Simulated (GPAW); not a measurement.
# CuO (Pm-3m) in GPAW: a series of runs

One crystal, CuO, is run at these levels: PBE, optB88-vdW, TPSS; tasks: band structure, equation of state.

All numbers are computed with GPAW 26.7.0; they aren't measurements. Logs are shortened: lines on timing, memory, paths and dates and some standing lists are left out, and cuts for length are marked. The log counts tension as positive stress, the text compression.

### 1 Starting point

It takes space group Pm-3m (No. 221, cubic). The conventional cell has a = 2.553 Å, b = 2.553 Å, c = 2.553 Å, α = 90.00°, β = 90.00°, γ = 90.00°. Around Cu (site symmetry m-3m) lie 8 O at 2.21 Å. O (site symmetry m-3m) has 8 Cu at 2.21 Å as nearest neighbours.

Measurements of this composition are mostly on another form, of space group No. 15.

### 2 Band structure, PBE

File run.py:

```python
from ase.dft.bandgap import bandgap
from ase.io import read, write
from gpaw import GPAW

atoms = read('CuO.cif')

calc = GPAW(mode='lcao',
            h=0.16,
            basis='dz(dzp)',
            xc='PBE',
            kpts={'size': (8, 8, 8), 'gamma': True},
            occupations={'name': 'fermi-dirac', 'width': 0.05},
            convergence={'density': 1e-05, 'energy': 1e-05},
            maxiter=150,
            txt='gpaw.txt')
atoms.calc = calc
energy = atoms.get_potential_energy()
forces = atoms.get_forces()
calc.write('gs.gpw')
write('result.traj', atoms)
print(f'Energy: {energy:.6f} eV')
print('Forces (eV/A):')
print(forces.round(4))
print('Fermi level:', round(calc.get_fermi_level(), 4), 'eV')
print(f'Gap: {bandgap(calc)[0]:.4f} eV, direct: {bandgap(calc, direct=True)[0]:.4f} eV')

path = atoms.cell.bandpath('GXMGRX,MR', npoints=80, eps=1e-4)
bs_calc = calc.fixed_density(kpts=path, symmetry='off', txt='bands.txt')
bs = bs_calc.band_structure()
bs.write('bs.json')
print(f'Gap on the path: {bandgap(bs_calc)[0]:.4f} eV')
```

File CuO.cif:

```cif
data_CuO
_cell_length_a 2.55255061
_cell_length_b 2.55255061
_cell_length_c 2.55255061
_cell_angle_alpha 90.00000000
_cell_angle_beta 90.00000000
_cell_angle_gamma 90.00000000
_space_group_name_H-M_alt 'P1'
_space_group_name_Hall 'P 1'
_space_group_IT_number 1
loop_
_space_group_symop_operation_xyz
'x,y,z'
loop_
_atom_site_label
_atom_site_type_symbol
_atom_site_symmetry_multiplicity
_atom_site_Wyckoff_symbol
_atom_site_fract_x
_atom_site_fract_y
_atom_site_fract_z
_atom_site_occupancy
Cu1 Cu 1 a 0.0000000000 0.0000000000 0.0000000000 1
O1 O 1 a 0.5000000000 0.5000000000 0.5000000000 1
```

Potentials or basis: GPAW PAW data sets (gpaw-data 1.2.1), lcao:dz(dzp).

The run is started by

```bash
OMP_NUM_THREADS=1 python run.py
```

gpaw.txt:

```text
__  _  _
 | _ |_)|_||  |
 |__||  | ||/\| - 26.7.0

Input parameters:
  mode=LCAO(),
  basis={'default': 'dz(dzp)'},
  convergence={'density': 1e-05, 'energy': 1e-05},
  h=0.16,
  kpts=MonkhorstPack(size=(8, 8, 8), gamma=True),
  maxiter=150,
  occupations=Occupations(name='fermi-dirac', width=0.05),
  xc=XC(name='PBE')
   .-----.
  /|     |
 * |     |
 | .-O---.
 |/     /
 Cu----*

Atoms  # Å, Bohr magnetons
|   | symbol |        x |        y |        z |    initial magnetic moments |
|---|--------|----------|----------|----------|-----------------------------|
| 0 |     Cu | 0.000000 | 0.000000 | 0.000000 | ( 0.0000,  0.0000,  0.0000) |
| 1 |      O | 1.276275 | 1.276275 | 1.276275 | ( 0.0000,  0.0000,  0.0000) |

Unit cell  # Å
| periodic |        x |        y |        z |  lengths |    angles |
|----------|----------|----------|----------|----------|-----------|
|      yes | 2.552551 | 0.000000 | 0.000000 | 2.552551 | 90.000000 |
|      yes | 0.000000 | 2.552551 | 0.000000 | 2.552551 | 90.000000 |
|      yes | 0.000000 | 0.000000 | 2.552551 | 2.552551 | 90.000000 |

Number of symmetries: 48
Symmetry operations  # r_c * U_cc + t_c -> r_c
|    | kind |            matrix            |
|----|------|------------------------------|
|  0 |  E   |  1, 0, 0,  0, 1, 0,  0, 0, 1 |
|  1 |  σ   |  1, 0, 0,  0, 1, 0,  0, 0,-1 |
|  2 |  σ   |  1, 0, 0,  0, 0, 1,  0, 1, 0 |
|  3 |  C4  |  1, 0, 0,  0, 0, 1,  0,-1, 0 |
|  4 |  C4  |  1, 0, 0,  0, 0,-1,  0, 1, 0 |
|  5 |  σ   |  1, 0, 0,  0, 0,-1,  0,-1, 0 |
|  6 |  σ   |  1, 0, 0,  0,-1, 0,  0, 0, 1 |
|  7 |  C2  |  1, 0, 0,  0,-1, 0,  0, 0,-1 |
|  8 |  σ   |  0, 1, 0,  1, 0, 0,  0, 0, 1 |
|  9 |  C2  |  0, 1, 0,  1, 0, 0,  0, 0,-1 |
| 10 |  C3  |  0, 1, 0,  0, 0, 1,  1, 0, 0 |
| 11 |  S6  |  0, 1, 0,  0, 0, 1, -1, 0, 0 |
| 12 |  S6  |  0, 1, 0,  0, 0,-1,  1, 0, 0 |
| 13 |  C3  |  0, 1, 0,  0, 0,-1, -1, 0, 0 |
| 14 |  C4  |  0, 1, 0, -1, 0, 0,  0, 0, 1 |
| 15 |  S4  |  0, 1, 0, -1, 0, 0,  0, 0,-1 |
| 16 |  C3  |  0, 0, 1,  1, 0, 0,  0, 1, 0 |
[... 17 lines left out ...]
| 34 |  S6  |  0,-1, 0,  0, 0, 1,  1, 0, 0 |
| 35 |  C3  |  0,-1, 0,  0, 0, 1, -1, 0, 0 |
| 36 |  C3  |  0,-1, 0,  0, 0,-1,  1, 0, 0 |
| 37 |  S6  |  0,-1, 0,  0, 0,-1, -1, 0, 0 |
| 38 |  σ   |  0,-1, 0, -1, 0, 0,  0, 0, 1 |
| 39 |  C2  |  0,-1, 0, -1, 0, 0,  0, 0,-1 |
| 40 |  σ   | -1, 0, 0,  0, 1, 0,  0, 0, 1 |
| 41 |  C2  | -1, 0, 0,  0, 1, 0,  0, 0,-1 |
| 42 |  C2  | -1, 0, 0,  0, 0, 1,  0, 1, 0 |
| 43 |  S4  | -1, 0, 0,  0, 0, 1,  0,-1, 0 |
| 44 |  S4  | -1, 0, 0,  0, 0,-1,  0, 1, 0 |
| 45 |  C2  | -1, 0, 0,  0, 0,-1,  0,-1, 0 |
| 46 |  C2  | -1, 0, 0,  0,-1, 0,  0, 0, 1 |
| 47 |  i   | -1, 0, 0,  0,-1, 0,  0, 0,-1 |

BZ-sampling:
  Number of BZ points: 512
  Number of IBZ points: 35

  Monkhorst-Pack size: [8, 8, 8]
  Monkhorst-Pack shift: [0.0625, 0.0625, 0.0625]

K-points  # in reciprocal-cell coordinates
|     |                                coordinates |     weight |
|-----|--------------------------------------------|------------|
|   0 | (  0.00000000,   0.00000000,   0.00000000) | 0.00195312 |
|   1 | (  0.12500000,   0.00000000,   0.00000000) | 0.01171875 |
|   2 | (  0.12500000,   0.12500000,   0.00000000) | 0.02343750 |
|   3 | (  0.12500000,   0.12500000,   0.12500000) | 0.01562500 |
|   4 | (  0.25000000,   0.00000000,   0.00000000) | 0.01171875 |
|   5 | (  0.25000000,   0.12500000,   0.00000000) | 0.04687500 |
|   6 | (  0.25000000,   0.12500000,   0.12500000) | 0.04687500 |
|   7 | (  0.25000000,   0.25000000,   0.00000000) | 0.02343750 |
|   8 | (  0.25000000,   0.25000000,   0.12500000) | 0.04687500 |
|   9 | (  0.25000000,   0.25000000,   0.25000000) | 0.01562500 |
| ... |                                            |            |
|  34 | (  0.50000000,   0.50000000,   0.50000000) | 0.00195312 |

basis functions: 20
Spin-components: 1 (collinear spins)
Bands:           13
Projectors:      11
Spin-degeneracy: 2
Datatype:        <class 'complex'>

Parallelization:
  kpt:    1
  domain: 1
  band:   1

Density:
  Valence electrons: 17.0
  Components: 1
  Grid points: [16 16 16]
  Charge: 0.0  # |e|

Potential:
  Grid points: [16 16 16]

species:
  Cu:
    name:    Copper
    Z:       29.0
    valence: 11
    core:    18
    charge:  0.0  # [|e|]
    compensation charges:
      type: gauss
      rc: 0.33  # [Å]
      lmax: 2
    cutoffs:
      filter: 2.06  # [Å]
      core: 2.43  # [Å]
    projectors
    | kind |    occ | energy [eV] | rcut [Å] |
    |------|--------|-------------|----------|
    |   4s |  1.000 |      -4.609 |    1.164 |
    |   4p |  0.000 |      -0.698 |    1.164 |
    |   3d | 10.000 |      -5.039 |    1.058 |
    |    s |        |      22.603 |    1.164 |
    |    p |        |      26.513 |    1.164 |
    |    d |        |      22.172 |    1.058 |

    LCAO basis set for Cu:
      Name: dz(dzp)
      File: <dir>
      Number of radial functions: 4
[... 109 lines left out ...]
| 16 |  C3  |  0, 0, 1,  1, 0, 0,  0, 1, 0 |
[... 17 lines left out ...]
| 34 |  S6  |  0,-1, 0,  0, 0, 1,  1, 0, 0 |
| 35 |  C3  |  0,-1, 0,  0, 0, 1, -1, 0, 0 |
| 36 |  C3  |  0,-1, 0,  0, 0,-1,  1, 0, 0 |
| 37 |  S6  |  0,-1, 0,  0, 0,-1, -1, 0, 0 |
| 38 |  σ   |  0,-1, 0, -1, 0, 0,  0, 0, 1 |
| 39 |  C2  |  0,-1, 0, -1, 0, 0,  0, 0,-1 |
| 40 |  σ   | -1, 0, 0,  0, 1, 0,  0, 0, 1 |
| 41 |  C2  | -1, 0, 0,  0, 1, 0,  0, 0,-1 |
| 42 |  C2  | -1, 0, 0,  0, 0, 1,  0, 1, 0 |
| 43 |  S4  | -1, 0, 0,  0, 0, 1,  0,-1, 0 |
| 44 |  S4  | -1, 0, 0,  0, 0,-1,  0, 1, 0 |
| 45 |  C2  | -1, 0, 0,  0, 0,-1,  0,-1, 0 |
| 46 |  C2  | -1, 0, 0,  0,-1, 0,  0, 0, 1 |
| 47 |  i   | -1, 0, 0,  0,-1, 0,  0, 0,-1 |

BZ-sampling:
  Number of BZ points: 512
  Number of IBZ points: 35

  Monkhorst-Pack size: [8, 8, 8]
  Monkhorst-Pack shift: [0.0625, 0.0625, 0.0625]

K-points  # in reciprocal-cell coordinates
|     |                                coordinates |     weight |
|-----|--------------------------------------------|------------|
|   0 | (  0.00000000,   0.00000000,   0.00000000) | 0.00195312 |
|   1 | (  0.12500000,   0.00000000,   0.00000000) | 0.01171875 |
|   2 | (  0.12500000,   0.12500000,   0.00000000) | 0.02343750 |
|   3 | (  0.12500000,   0.12500000,   0.12500000) | 0.01562500 |
|   4 | (  0.25000000,   0.00000000,   0.00000000) | 0.01171875 |
|   5 | (  0.25000000,   0.12500000,   0.00000000) | 0.04687500 |
|   6 | (  0.25000000,   0.12500000,   0.12500000) | 0.04687500 |
|   7 | (  0.25000000,   0.25000000,   0.00000000) | 0.02343750 |
|   8 | (  0.25000000,   0.25000000,   0.12500000) | 0.04687500 |
|   9 | (  0.25000000,   0.25000000,   0.25000000) | 0.01562500 |
| ... |                                            |            |
|  34 | (  0.50000000,   0.50000000,   0.50000000) | 0.00195312 |

basis functions: 20
Spin-components: 1 (collinear spins)
Bands:           13
Projectors:      11
Spin-degeneracy: 2
Datatype:        <class 'complex'>

Parallelization:
  kpt:    1
  domain: 1
  band:   1

Density:
  Valence electrons: 17.0
  Components: 1
  Grid points: [16 16 16]
  Charge: 0.0  # |e|

Potential:
  Grid points: [16 16 16]

species:
  Cu:
    name:    Copper
    Z:       29.0
    valence: 11
    core:    18
    charge:  0.0  # [|e|]
    compensation charges:
      type: gauss
      rc: 0.33  # [Å]
      lmax: 2
    cutoffs:
      filter: 2.06  # [Å]
      core: 2.43  # [Å]
    projectors
    | kind |    occ | energy [eV] | rcut [Å] |
    |------|--------|-------------|----------|
    |   4s |  1.000 |      -4.609 |    1.164 |
    |   4p |  0.000 |      -0.698 |    1.164 |
    |   3d | 10.000 |      -5.039 |    1.058 |
    |    s |        |      22.603 |    1.164 |
    |    p |        |      26.513 |    1.164 |
    |    d |        |      22.172 |    1.058 |

    LCAO basis set for Cu:
      Name: dz(dzp)
      File: <dir>
      Number of radial functions: 4
      Number of spherical harmonics: 12
        l=0, rc=8.9688 Bohr: 4s-sz confined orbital
        l=2, rc=5.1719 Bohr: 3d-sz confined orbital
        l=0, rc=5.3281 Bohr: 4s-dz split-valence wave
        l=2, rc=3.1406 Bohr: 3d-dz split-valence wave
      Number of RI-basis functions 0

  O:
    name:    Oxygen
    Z:       8.0
    valence: 6
    core:    2
    charge:  0.0  # [|e|]
    compensation charges:
      type: gauss
      rc: 0.21  # [Å]
      lmax: 2
    cutoffs:
      filter: 1.17  # [Å]
      core: 0.83  # [Å]
    projectors
    | kind |    occ | energy [eV] | rcut [Å] |
    |------|--------|-------------|----------|
    |   2s |  2.000 |     -23.961 |    0.688 |
    |   2p |  4.000 |      -9.029 |    0.598 |
    |    s |        |       3.251 |    0.688 |
    |    p |        |      18.182 |    0.598 |
    |    d |        |       0.000 |    0.619 |

    LCAO basis set for O:
      Name: dz(dzp)
      File: <dir>
      Number of radial functions: 4
      Number of spherical harmonics: 8
        l=0, rc=4.3438 Bohr: 2s-sz confined orbital
        l=1, rc=5.3906 Bohr: 2p-sz confined orbital
        l=0, rc=2.2969 Bohr: 2s-dz split-valence wave
        l=1, rc=2.8906 Bohr: 2p-dz split-valence wave
      Number of RI-basis functions 0

Reference energy: -47062.304142  # eV

eigensolver:
  <gpaw.new.lcao.eigensolver.LCAOEigensolver object>
density mixing:
  MSR1-Mixer
  Pratt-step length: 0.05
  Maximum mixing coefficient: 0.75
  Old densities: 10
  SVD Regularization: 0.005
  Good broyden scale: 1.0
  Trust region scale: 1.0
  Backstep threshold: 4.0
  History deletion threshold: 6.0
  Fourier metric: weight=20.0, sigma=0.015

occupation numbers:
  Fermi-Dirac:
    width: 0.0500  # eV

FastPoissonSolver using
    Stencil: 6*3+1=19 point O(h^6) finite-difference Laplacian
    FFT axes: [np.int64(0), np.int64(1), np.int64(2)]
    FST axes: []

xc functional:
  name: PBE with 2 nearest neighbor stencil
interpolation: tri-quintic # 5. degree polynomial

convergence criteria:
- Maximum integral of absolute [dens]ity change: 1e-05 electrons / valence electron
- Maximum [total energy] change in last 3 cyles: 1e-05 eV / valence electron
- Maximum integral of absolute [eigenst]ate change: 4e-08 eV^2 / valence electron
maximum number of iterations: 150

SCF iterations
|iter     | |      energy | eigst |  dens |
|---------|-|-------------|-------|-------|
|iter:   1| |   -9.649252 |      c|       |
|iter:   2| |   -8.898213 |      c| -0.98 |
|iter:   3| |   -7.855329 |      c| -1.08 |
|iter:   4| |   -7.834884 |      c| -1.66 |
|iter:   5| |   -7.817363 |      c| -1.83 |
|iter:   6| |   -7.816814 |      c| -2.56 |
|iter:   7| |   -7.816596 |      c| -2.98 |
|iter:   8| |   -7.816609 |      c| -3.88 |
|iter:   9| |   -7.816606c|      c| -4.50 |
|iter:  10| |   -7.816607c|      c| -4.93 |
|iter:  11| |   -7.816607c|      c| -6.57c|

Converged in 11 steps
Energy contributions relative to reference atoms: (reference = -47062.304142)

Energy contributions:
  Kinetic:          -0.199587
  Coulomb:           0.789597
  Zero:              0.126097
  External:          0.000000
  Xc:               -8.521540
  Entropy:          -0.022347
  Spinorbit:         0.000000
  ----------------------------
  Free energy:      -7.827780
  Extrapolated:     -7.816607

dipole moment: (-5.467392, -5.467392, -5.467392)  # |e|*Ang

Fermi level: 8.725
Eigenvalues  # (at kpt = [0.000, 0.000, 0.000])
| band index |      eig [eV] | occ [0-2] |
|------------|---------------|-----------|
|          0 |       -11.397 |     2.000 |
|          1 |         4.999 |     2.000 |
|          2 |         4.999 |     2.000 |
|          3 |         6.674 |     2.000 |
|          4 |         6.674 |     2.000 |
|          5 |         6.674 |     2.000 |
|          6 |         6.867 |     2.000 |
|          7 |         6.867 |     2.000 |
|          8 |         6.867 |     2.000 |
|          9 |         9.990 |     0.000 |
|         10 |        27.443 |     0.000 |
|         11 |        27.443 |     0.000 |
|         12 |        32.905 |     0.000 |

No gap
No difference between direct/indirect transitions

Forces  # eV/Ang
|        x |        y |        z |
|----------|----------|----------|
| -0.00000 | -0.00000 | -0.00000 |  # Cu   0
|  0.00000 |  0.00000 |  0.00000 |  # O    1

# Writing to gs.gpw (mode='')
```

Run time: 75 s. Hardware: 1 thread of Intel Xeon Platinum 8259CL at 2.50GHz (Skylake/Cascade Lake), shared host; peak memory 0.17 GiB.

These settings aren't checked as converged: the numbers below hold their error.

Results:

```
Free energy             : -7.8278 eV
Band gap along the path : none (metal or under the smearing width)
```

Caveat: the real-space grid adds noise to forces; the basis of atomic orbitals isn't converged, which shifts pressures, moduli and gaps; an odd number of electrons without spin polarisation forces a metal; a magnetic or distorted state may lie lower; the run has no spin polarisation, though such a crystal can be magnetic; semilocal functionals often make such compounds metallic where correlation or magnetic order opens a gap, which also shifts bond lengths.

(Part 1 of 3 ends here.)
